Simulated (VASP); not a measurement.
# Sb (I4/mmm) in VASP: further runs

Runs on Sb. Level: r2SCAN. Tasks: single point.

Everything below comes from runs of VASP 6.6.1. Logs are shortened: lines on timing, memory, paths and dates and some standing lists are left out, and cuts for length are marked.

### Step 1. Starting point

Symmetry: I4/mmm, No. 139, tetragonal system. Conventional cell: a = 3.153 Å, b = 3.153 Å, c = 5.424 Å, α = 90.00°, β = 90.00°, γ = 90.00°. Around Sb (site symmetry 4/mmm) lie 12 Sb at 3.15 to 3.51 Å.

This isn't the form of Sb at room conditions, which is rhombohedral.

### Step 2. Single point, r2SCAN

File INCAR:

```
ADDGRID = False
ALGO = Normal
EDIFF = 1E-6
ENCUT = 300
ISIF = 2
ISMEAR = 0
LASPH = True
LCHARG = False
LMIXTAU = True
LREAL = False
LWAVE = False
METAGGA = R2SCAN
NBANDS = 8
NELM = 100
PREC = Accurate
SIGMA = 0.05
```

File KPOINTS:

```
k-points
0
Gamma
  5 5 5
```

File POSCAR:

```
Sb
1.0
   -1.5638750000      1.6131910000      2.7402030000
    1.6104090000     -1.5604430000      2.7365900000
    1.5281950000      1.5247630000     -2.7095380000
Sb
1
Direct
    0.0004760000      0.0218010000      0.0165680000
```

Potentials or basis: VASP PAW PBE potentials, release 64 (Sb).

Run with:

```console
> cat potpaw_PBE.64/Sb/POTCAR > POTCAR
> mpirun -np 1 vasp_std > vasp.out
```

OUTCAR:

```text
EDIFF = 1E-6
   ENCUT = 300
   ISIF = 2
   ISMEAR = 0
   LASPH = True
   LREAL = False
   METAGGA = R2SCAN
   NELM = 100
   PREC = Accurate

 Found     63 irreducible k-points:

 Following reciprocal coordinates:
            Coordinates               Weight
  0.000000  0.000000  0.000000      1.000000
  0.200000  0.000000 -0.000000      2.000000
  0.400000  0.000000 -0.000000      2.000000
  0.000000  0.200000  0.000000      2.000000
  0.200000  0.200000 -0.000000      2.000000
  0.400000  0.200000 -0.000000      2.000000
   k-points           NKPTS =     63   k-points in BZ     NKDIM =     63   number of bands    NBANDS=      8
   number of dos      NEDOS =    301   number of ions     NIONS =      1
   total plane-waves  NPLWV =   8000
   dimension x,y,z NGX =    20 NGY =   20 NGZ =   20
   dimension x,y,z NGXF=    40 NGYF=   40 NGZF=   40
   ions per type =               1
   NGX,Y,Z   is equivalent  to a cutoff of   9.38,  9.40,  9.60 a.u.
   NGXF,Y,Z  is equivalent  to a cutoff of  18.77, 18.80, 19.19 a.u.
 SYSTEM =  unknown system
   PREC   = accura    normal or accurate (medium, high low for compatibility)
   ISTART =      0    job   : 0-new  1-cont  2-samecut
   ICHARG =      2    charge: 1-file 2-atom 10-const
   ISPIN  =      1    spin polarized calculation?
   LNONCOLLINEAR =      F non collinear calculations
   LSORBIT =      F    spin-orbit coupling
   LASPH  =      T    aspherical Exc in radial PAW
   ENCUT  =  300.0 eV  22.05 Ry    4.70 a.u.   5.00  5.00  4.89*2*pi/ulx,y,z
   NELM   =    100;   NELMIN=  2; NELMDL= -5     # of ELM steps
   EDIFF  = 0.1E-05   stopping-criterion for ELM
   LREAL  =      F    real-space projection
   EDIFFG = 0.1E-04   stopping-criterion for IOM
   NSW    =      0    number of steps for IOM
   IBRION =     -1    ionic relax: 0-MD 1-quasi-New 2-CG
   NFREE  =      0    steps in history (QN), initial steepest desc. (CG)
   ISIF   =      2    stress and relaxation
   ISYM   =      2    0-nonsym 1-usesym 2-fastsym
   POTIM  = 0.5000    time-step for ionic-motion
   TEBEG  =    0.0;   TEEND  =   0.0 temperature during run
   PSTRESS=    0.0 pullay stress
   NELECT =       5.0000    total number of electrons
   NUPDOWN=      -1.0000    fix difference up-down
   EMIN   =  10.00;   EMAX   =-10.00  energy-range for DOS
   EFERMI =   0.00;   METHOD = LEGACY
   ISMEAR =     0;   SIGMA  =   0.05  broadening in eV -4-tet -1-fermi 0-gaus
   EFERMI_NEDOS =   21; number of points for ismear=-14 and -15
   IALGO  =     38    algorithm
   IMIX   =      4    mixing-type and parameters
     AMIX     =   0.40;   BMIX     =  1.00
     AMIX_MAG =   1.60;   BMIX_MAG =  1.00
  volume/ion in A,a.u.               =      26.96       181.95
  Fermi-wavevector in a.u.,A,eV,Ry     =   0.933573  1.764197 11.858272  0.871558
  Thomas-Fermi vector in A             =   2.060288
   LORBIT       =      0    0 simple, 1 ext, 2 COOP (PROOUT), +10 PAW based schemes
   METAGGA = R2SCAN    functional components
   LHFCALC =     F    Hartree Fock is set to
   AEXX    =    0.0000 exact exchange contribution
   IVDW    =     0    specifies the selected vdW correction
   LEPSILON=     F    determine dielectric tensor
   LRPA    =     F    only Hartree local field effects (RPA)
 non-spin polarized calculation
 Gauss-broadening in eV      SIGMA  =   0.05
  energy-cutoff  :      300.00
  volume of cell :       26.96
 maximum number of plane-waves:       331
   NGX = 11   NGY =  9   NGZ =  9

 number of electron       5.0000000 magnetization

 Free energy of the ion-electron system (eV)
  ---------------------------------------------------
  ext. energy  EPLUGINS =         0.00000000
  ---------------------------------------------------
  free energy    TOTEN  =       -25.19686468 eV

  energy without entropy =      -25.19628637  energy(sigma->0) =      -25.19657553

 E-fermi :   8.5335     XC(G=0): -10.7868

 val. band max:        8.5072162110   @ k =   0.4000   0.4000   0.2000
 cond. band min:       8.5976464665   @ k =   0.2000   0.2000  -0.0000
 fundamental gap:      0.0904302555
 Fermi energy:         8.5335252400

 k-point     1 :       0.0000    0.0000    0.0000
  band No.  band energies     occupation
      1      -5.1441      2.00000
      2      13.1609      0.00000
      3      14.1882      0.00000
      4      14.2345      0.00000
      5      18.0928      0.00000
      6      19.3372      0.00000
      7      19.7378      0.00000
      8      19.9699      0.00000

 k-point     2 :       0.2000    0.0000   -0.0000
  band No.  band energies     occupation
      1      -4.3143      2.00000
      2       9.0887      0.00000
      3      12.0718      0.00000
      4      14.1548      0.00000
      5      16.7006      0.00000
      6      18.5886      0.00000
      7      20.8867      0.00000
      8      21.1583      0.00000

 k-point     3 :       0.4000    0.0000   -0.0000
  band No.  band energies     occupation
      1      -2.0231      2.00000
      2       3.5790      2.00000
      3      10.5967      0.00000
      4      14.2905      0.00000
      5      15.2617      0.00000
      6      18.9310      0.00000
      7      20.1150      0.00000
      8      20.9578      0.00000

 k-point     4 :       0.0000    0.2000    0.0000
  band No.  band energies     occupation
      1      -4.3127      2.00000
      2       9.1022      0.00000
      3      12.0519      0.00000
      4      14.1520      0.00000
      5      16.6775      0.00000
      6      18.5870      0.00000
      7      20.8784      0.00000
      8      21.1811      0.00000

 k-point     5 :       0.2000    0.2000   -0.0000
  band No.  band energies     occupation
      1      -3.1044      2.00000
      2       7.9537      2.00000
      3       8.5976      0.06974
      4      11.2913      0.00000
      5      17.6222      0.00000
      6      18.7705      0.00000
      7      20.1625      0.00000
      8      22.0266      0.00000

 k-point     6 :       0.4000    0.2000   -0.0000
  band No.  band energies     occupation
      1      -0.7339      2.00000
      2       3.4788      2.00000
      3       8.7044      0.00000
      4      10.3442      0.00000
      5      15.8559      0.00000
      6      17.9301      0.00000
      7      22.2283      0.00000
      8      22.7571      0.00000

 [... further k-points ...]

------------------------ aborting loop because EDIFF is reached ----------------------------------------

  FORCE on cell =-STRESS in cart. coord.  units (eV):
  Direction    XX          YY          ZZ          XY          YZ          ZX
  --------------------------------------------------------------------------------------
  -------------------------------------------------------------------------------------
  Total        0.1415726      0.1476203      0.1156298     -0.2133039      0.3167682      0.3133104
  in kB        8.4127909      8.7721644      6.8711655    -12.6753407     18.8235884     18.6181098
  external PRESSURE =       8.0187069 kB  Pullay stress =       0.0000000 kB

 VOLUME and BASIS-vectors are now :
 -----------------------------------------------------------------------------
  energy-cutoff  :      300.00
  volume of cell :       26.96
      direct lattice vectors                 reciprocal lattice vectors
    -1.563875000  1.613191000  2.740203000     0.002055809  0.316948054  0.179518554
     1.610409000 -1.560443000  2.736590000     0.317083613  0.001847581  0.179876686
     1.528195000  1.524763000 -2.709538000     0.322328449  0.322401118 -0.005843793

 POSITION                                       TOTAL-FORCE (eV/Angst)
 -----------------------------------------------------------------------------------
      0.05968     -0.00799      0.01607         0.000000      0.000000      0.000000
 -----------------------------------------------------------------------------------
    total drift:                                0.000001      0.000001     -0.000001

  FREE ENERGIE OF THE ION-ELECTRON SYSTEM (eV)
  ---------------------------------------------------
  free  energy   TOTEN  =       -25.1968646837 eV

  energy  without entropy=      -25.1962863666  energy(sigma->0) =      -25.19657553
```

OSZICAR:

```text
N       E                     dE             d eps       ncg     rms          rms(c)
DAV:   1    -0.190691901967E+02   -0.19069E+02   -0.12826E+03  1016   0.263E+02
DAV:   2    -0.257510468999E+02   -0.66819E+01   -0.64609E+01  1408   0.445E+01
DAV:   3    -0.258187915346E+02   -0.67745E-01   -0.67509E-01  1240   0.499E+00
DAV:   4    -0.258189604958E+02   -0.16896E-03   -0.16896E-03  1528   0.287E-01
DAV:   5    -0.258189608683E+02   -0.37251E-06   -0.37121E-06  1256   0.824E-03    0.152E+00
DAV:   6    -0.250823317855E+02    0.73663E+00   -0.12310E-01  1080   0.240E+00    0.994E-01
DAV:   7    -0.252350911800E+02   -0.15276E+00   -0.10792E-01  1008   0.218E+00    0.153E-01
DAV:   8    -0.251965425481E+02    0.38549E-01   -0.57922E-02  1056   0.166E+00    0.682E-02
DAV:   9    -0.251963634426E+02    0.17911E-03   -0.32805E-04  1472   0.135E-01    0.774E-02
DAV:  10    -0.251956119099E+02    0.75153E-03   -0.66585E-04  1056   0.183E-01    0.470E-02
DAV:  11    -0.251964880207E+02   -0.87611E-03   -0.86668E-04  1120   0.226E-01    0.505E-02
DAV:  12    -0.251967237483E+02   -0.23573E-03   -0.73161E-05  1048   0.644E-02    0.405E-02
DAV:  13    -0.251965452208E+02    0.17853E-03   -0.60125E-05  1056   0.601E-02    0.559E-02
DAV:  14    -0.251968619874E+02   -0.31677E-03   -0.43668E-04  1056   0.163E-01    0.110E-02
DAV:  15    -0.251968649733E+02   -0.29859E-05   -0.41164E-06  1464   0.146E-02    0.930E-03
DAV:  16    -0.251968646837E+02    0.28959E-06   -0.29165E-08   560   0.149E-03
   1 F= -.25196865E+02 E0= -.25196576E+02  d E =-.578317E-03
```

stdout:

```text
POSCAR found type information on POSCAR Sb
 POSCAR found :  1 types and       1 ions
 scaLAPACK will be used
 -----------------------------------------------------------------------------
|                                                                             |
|                                                                             |
|     You enforced a specific xc type in the INCAR file but a different       |
|     I HOPE YOU KNOW WHAT YOU ARE DOING!                                     |
|                                                                             |
 -----------------------------------------------------------------------------

 LDA part: xc-table for (None), standard interpolation
 POSCAR, INCAR and KPOINTS ok, starting setup
 FFT: planning ... GRIDC
 FFT: planning ... GRID_SOFT
 FFT: planning ... GRID
 WAVECAR not read
 entering main loop
```

Wall time 23 s (1 thread of Intel Xeon Platinum 8375C at 2.90GHz (Ice Lake), shared host); peak memory 0.12 GiB.

The run converged, but some of its settings lie outside the range that counts as converged, so its numbers aren't taken as properties of the crystal.

Results:

- Free energy: -25.1969 eV
- Pressure: 0.8 GPa
- Band gap on the k mesh: none (metal or under the smearing width)

Caveat: the k mesh is coarse (spacing up to 0.57 Å⁻¹), so the values aren't converged; the PAW data sets were made with another functional, which shifts forces and pressure a little.

### Step 3. Single point, r2SCAN

INCAR, as its differences from that of step 2:

```diff
@@ -3,3 +3,3 @@
 EDIFF = 1E-6
-ENCUT = 300
+ENCUT = 500
 ISIF = 2
```

File KPOINTS:

```
k-points
0
Gamma
  4 4 4
```

File POSCAR:

```
Sb
1.0
   -1.5765401831      1.5765401831      2.7119384313
    1.5765401831     -1.5765401831      2.7119384313
    1.5765401831      1.5765401831     -2.7119384313
Sb
1
Direct
    0.0000000000      0.0000000000      0.0000000000
```

Potentials or basis: VASP PAW PBE potentials, release 64 (Sb).

Run with:

```console
> cat potpaw_PBE.64/Sb/POTCAR > POTCAR
> mpirun -np 1 vasp_std > vasp.out
```

OUTCAR:

```text
EDIFF = 1E-6
   ENCUT = 500
   ISIF = 2
   ISMEAR = 0
   LASPH = True
   LREAL = False
   METAGGA = R2SCAN
   NELM = 100
   PREC = Accurate

 Found     13 irreducible k-points:

 Following reciprocal coordinates:
            Coordinates               Weight
  0.000000  0.000000  0.000000      1.000000
  0.250000  0.000000  0.000000      8.000000
  0.500000  0.000000  0.000000      4.000000
  0.250000  0.250000 -0.000000      8.000000
  0.500000  0.250000 -0.000000     16.000000
 -0.250000  0.250000  0.000000      4.000000
   k-points           NKPTS =     13   k-points in BZ     NKDIM =     13   number of bands    NBANDS=      8
   number of dos      NEDOS =    301   number of ions     NIONS =      1
   total plane-waves  NPLWV =  21952
   dimension x,y,z NGX =    28 NGY =   28 NGZ =   28
   dimension x,y,z NGXF=    56 NGYF=   56 NGZF=   56
   ions per type =               1
   NGX,Y,Z   is equivalent  to a cutoff of  13.26, 13.26, 13.26 a.u.
   NGXF,Y,Z  is equivalent  to a cutoff of  26.52, 26.52, 26.52 a.u.
 SYSTEM =  unknown system
   PREC   = accura    normal or accurate (medium, high low for compatibility)
   ISTART =      0    job   : 0-new  1-cont  2-samecut
   ICHARG =      2    charge: 1-file 2-atom 10-const
   ISPIN  =      1    spin polarized calculation?
   LNONCOLLINEAR =      F non collinear calculations
   LSORBIT =      F    spin-orbit coupling
   LASPH  =      T    aspherical Exc in radial PAW
   ENCUT  =  500.0 eV  36.75 Ry    6.06 a.u.   6.40  6.40  6.40*2*pi/ulx,y,z
   NELM   =    100;   NELMIN=  2; NELMDL= -5     # of ELM steps
   EDIFF  = 0.1E-05   stopping-criterion for ELM
   LREAL  =      F    real-space projection
   EDIFFG = 0.1E-04   stopping-criterion for IOM
   NSW    =      0    number of steps for IOM
   IBRION =     -1    ionic relax: 0-MD 1-quasi-New 2-CG
   NFREE  =      0    steps in history (QN), initial steepest desc. (CG)
   ISIF   =      2    stress and relaxation
   ISYM   =      2    0-nonsym 1-usesym 2-fastsym
   POTIM  = 0.5000    time-step for ionic-motion
   TEBEG  =    0.0;   TEEND  =   0.0 temperature during run
   PSTRESS=    0.0 pullay stress
   NELECT =       5.0000    total number of electrons
   NUPDOWN=      -1.0000    fix difference up-down
   EMIN   =  10.00;   EMAX   =-10.00  energy-range for DOS
   EFERMI =   0.00;   METHOD = LEGACY
   ISMEAR =     0;   SIGMA  =   0.05  broadening in eV -4-tet -1-fermi 0-gaus
   EFERMI_NEDOS =   21; number of points for ismear=-14 and -15
   IALGO  =     38    algorithm
   IMIX   =      4    mixing-type and parameters
     AMIX     =   0.40;   BMIX     =  1.00
     AMIX_MAG =   1.60;   BMIX_MAG =  1.00
  volume/ion in A,a.u.               =      26.96       181.95
  Fermi-wavevector in a.u.,A,eV,Ry     =   0.933573  1.764197 11.858269  0.871558
  Thomas-Fermi vector in A             =   2.060288
   LORBIT       =      0    0 simple, 1 ext, 2 COOP (PROOUT), +10 PAW based schemes
   METAGGA = R2SCAN    functional components
   LHFCALC =     F    Hartree Fock is set to
   AEXX    =    0.0000 exact exchange contribution
   IVDW    =     0    specifies the selected vdW correction
   LEPSILON=     F    determine dielectric tensor
   LRPA    =     F    only Hartree local field effects (RPA)
 non-spin polarized calculation
 Gauss-broadening in eV      SIGMA  =   0.05
  energy-cutoff  :      500.00
  volume of cell :       26.96
 maximum number of plane-waves:       696
 NGX is ok and might be reduce to    28
   NGX = 13   NGY = 13   NGZ = 13

 number of electron       5.0000000 magnetization

 Free energy of the ion-electron system (eV)
  ---------------------------------------------------
  ext. energy  EPLUGINS =         0.00000000
  ---------------------------------------------------
  free energy    TOTEN  =       -25.23642850 eV

  energy without entropy =      -25.23167040  energy(sigma->0) =      -25.23404945

 E-fermi :   8.4840     XC(G=0): -10.8137

 val. band max:        7.8557545543   @ k =   0.2500   0.2500   0.2500
 cond. band min:       8.5153872806   @ k =   0.5000   0.2500  -0.0000
 fundamental gap:      0.6596327263
 Fermi energy:         8.4840219132

 k-point     1 :       0.0000    0.0000    0.0000
  band No.  band energies     occupation
      1      -5.1548      2.00000
      2      13.3252      0.00000
      3      14.1837      0.00000
      4      14.1837      0.00000
      5      18.1615      0.00000
      6      19.6684      0.00000
      7      19.7291      0.00000
      8      19.7291      0.00000
[... 45 lines left out ...]
 k-point     6 :      -0.2500    0.2500    0.0000
  band No.  band energies     occupation
      1      -3.1673      2.00000
      2       9.5514      0.00000
      3       9.8744      0.00000
      4      10.8234      0.00000
      5      14.7514      0.00000
      6      16.4062      0.00000
      7      20.1188      0.00000
      8      21.2986      0.00000

 [... further k-points ...]

------------------------ aborting loop because EDIFF is reached ----------------------------------------

  FORCE on cell =-STRESS in cart. coord.  units (eV):
  Direction    XX          YY          ZZ          XY          YZ          ZX
  --------------------------------------------------------------------------------------
  -------------------------------------------------------------------------------------
  Total        0.4260739      0.4260739     -0.8575688      0.0000000      0.0000000      0.0000000
  in kB       25.3189461     25.3189461    -50.9600284      0.0000000      0.0000000      0.0000000
  external PRESSURE =      -0.1073787 kB  Pullay stress =       0.0000000 kB

 VOLUME and BASIS-vectors are now :
 -----------------------------------------------------------------------------
  energy-cutoff  :      500.00
  volume of cell :       26.96
      direct lattice vectors                 reciprocal lattice vectors
    -1.576540183  1.576540183  2.711938431     0.000000000  0.317150178  0.184369967
     1.576540183 -1.576540183  2.711938431     0.317150178  0.000000000  0.184369967
     1.576540183  1.576540183 -2.711938431     0.317150178  0.317150178  0.000000000

 POSITION                                       TOTAL-FORCE (eV/Angst)
 -----------------------------------------------------------------------------------
      0.00000      0.00000      0.00000         0.000000     -0.000000     -0.000000
 -----------------------------------------------------------------------------------
    total drift:                                0.000000     -0.000000      0.000000

  FREE ENERGIE OF THE ION-ELECTRON SYSTEM (eV)
  ---------------------------------------------------
  free  energy   TOTEN  =       -25.2364285004 eV

  energy  without entropy=      -25.2316703968  energy(sigma->0) =      -25.23404945
```

stdout:

```text
POSCAR found type information on POSCAR Sb
 POSCAR found :  1 types and       1 ions
 scaLAPACK will be used
 -----------------------------------------------------------------------------
|                                                                             |
|                                                                             |
|     You enforced a specific xc type in the INCAR file but a different       |
|     I HOPE YOU KNOW WHAT YOU ARE DOING!                                     |
|                                                                             |
 -----------------------------------------------------------------------------

 LDA part: xc-table for (None), standard interpolation
 POSCAR, INCAR and KPOINTS ok, starting setup
 FFT: planning ... GRIDC
 FFT: planning ... GRID_SOFT
 FFT: planning ... GRID
 WAVECAR not read
 entering main loop
```

It took 17 s on 1 thread of Intel Xeon Platinum 8375C at 2.90GHz (Ice Lake), shared host; peak memory 0.16 GiB.

These settings aren't checked as converged: the numbers below hold their error.

Results:

* Free energy: -25.2364 eV
* Pressure: 0.0 GPa
* Band gap on the k mesh: none (metal or under the smearing width)

Caveat: the k mesh is coarse (spacing up to 0.70 Å⁻¹), so the values aren't converged; the PAW data sets were made with another functional, which shifts forces and pressure a little.

### Step 4. For comparison

An earlier run on the cell as given: functional PBEsol; potentials or basis VASP PAW PBE potentials, release 64 (Sb); cutoff 520 eV; k mesh 12 × 12 × 12; occupations fermi-dirac, width 0.05 eV; no spin polarisation.

* Pressure: -1.3 GPa
* Band gap on the k mesh: none (metal or under the smearing width)
